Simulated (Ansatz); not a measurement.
# AlP (F-43m): dielectric-dependent hybrid calculation in Python

Aim: a dielectric-dependent hybrid calculation, for AlP (F-43m), run from a script.

The COD entry's cell or inner coordinates are ideal or old and differ from later refinements, so a difference from it is no clean test against experiment.

Computed with Ansatz 0.2.0 through its Python package. The levels of theory stand in the script.

## (1) The system

It takes space group F-43m (No. 216, cubic). The conventional cell has a = 5.451 Å, b = 5.451 Å, c = 5.451 Å, α = 90.00°, β = 90.00°, γ = 90.00°. Around Al (site symmetry -43m) lie 4 P at 2.36 Å. P (site symmetry -43m) is surrounded by 4 Al at 2.36 Å.

POSCAR_alp, read by the script:

```text
AlP
1.0
   0.00000000    2.72550000    2.72550000
   2.72550000    0.00000000    2.72550000
   2.72550000    2.72550000    0.00000000
Al P
1 1
Direct
   0.00000000    0.00000000    0.00000000
   0.25000000    0.25000000    0.25000000
```

## (2) The code

ddh_alp.py reads:

```python
"""A hybrid whose exact exchange is one over the dielectric constant of AlP."""

import ansatz as az
from ase.io import read
import numpy as np

TOLERANCE = 1e-10
KGRID = (4, 4, 4)
FILLING = "fixed"


def count_gap(report):
    # lowest empty less highest filled band, counting bands; zero where they overlap
    return max(report.get("gap_by_band_count_ev") or 0.0, 0.0)

atoms = read("POSCAR_alp", format="vasp")
alp = az.Crystal.from_ase(atoms)

calc = alp.calculation().scf(tolerance=TOLERANCE).kpoints(*KGRID).occupations(FILLING).band_table()
semilocal = calc.functional("pbe").run(threads=1, pin="off").report
hybrid = calc.functional(exchange="pbe", correlation="pbe", exact_fraction="inverse_dielectric").run(threads=1, pin="off").report
alpha = hybrid["hybrid"]["exact_exchange_fraction"]
print(f"fraction of exact exchange {alpha:.4f}, so eps_inf = {1 / alpha:.2f}")
print(f"gap by band count: {count_gap(semilocal):.3f} eV semilocal, {count_gap(hybrid):.3f} eV hybrid")
```

## (3) The calls as engine input

The engine receives this input (first run):

```yaml
crystal:
  lattice:
    - [0.0, 2.7255, 2.7255]
    - [2.7255, 0.0, 2.7255]
    - [2.7255, 2.7255, 0.0]
  atoms:
    - { symbol: Al, position: [0.0, 0.0, 0.0] }
    - { symbol: P, position: [0.25, 0.25, 0.25] }
kpoints:
  mp_grid:
    grid: [4, 4, 4]
hamiltonian:
  xc: pbe
scf:
  convergence:
    dr2_threshold: 1.0e-10
  occupations:
    method: fixed
output:
  eigenvalues: true
```

## (4) Launch

Launch:

```sh
python ddh_alp.py
```

The log of the run:

```text
DeckWarning: basis.ecutwfc = 420 eV, auto-derived from the records' recommended cutoffs: set by Al (normal level)
fraction of exact exchange 0.1238, so eps_inf = 8.07
gap by band count: 1.547 eV semilocal, 2.241 eV hybrid
```

(Warnings from the package without file and line.)

It took 15 s on 1 thread of Arm Neoverse V1, shared host; peak memory 0.64 GiB.

## (5) What changed from run to run

The engine's inputs for the other runs:

Run 2, against run 1:

```diff
@@ -13 +13,5 @@
-  xc: pbe
+  xc:
+    exchange: pbe
+    correlation: pbe
+    exx:
+      coeff: inverse_dielectric
```

## (6) The engine's runs

One row for each of the 2 runs:

```tsv
run	functional	hamiltonian.xc.exchange	hamiltonian.xc.correlation	energy (eV/atom)	gap on the mesh (eV)	SCF cycles	CPU time (s)
1	pbe	not set	not set	-647.1684	1.55	7	0.46
2	not set	pbe	pbe	-647.5050	2.24	11	12
```

Totals under unlike functionals or potentials can't be compared directly.

## (7) Results

```
       quantity                                                          value
  runs compared                                                              2
gap on the mesh  1.55 (pbe) to 2.24 eV (the functional composed in the script)
```

**Reading.** The fraction is 0.1238, one over a mean dielectric constant (a third of the trace) of 8.07. It opens the gap from 1.547 to 2.241 eV, by 0.69 eV. Notes:
- The k-point mesh is coarse, and energy and stress weren't tested for convergence.
- Of the deposited cell: the entry's cell lengths or inner coordinates differ somewhat from later room-temperature determinations.
- Levels are Kohn-Sham eigenvalues on this mesh.
- The gaps are those of a coarse mesh; the run finds the dielectric constant of the semilocal functional on meshes of its own.
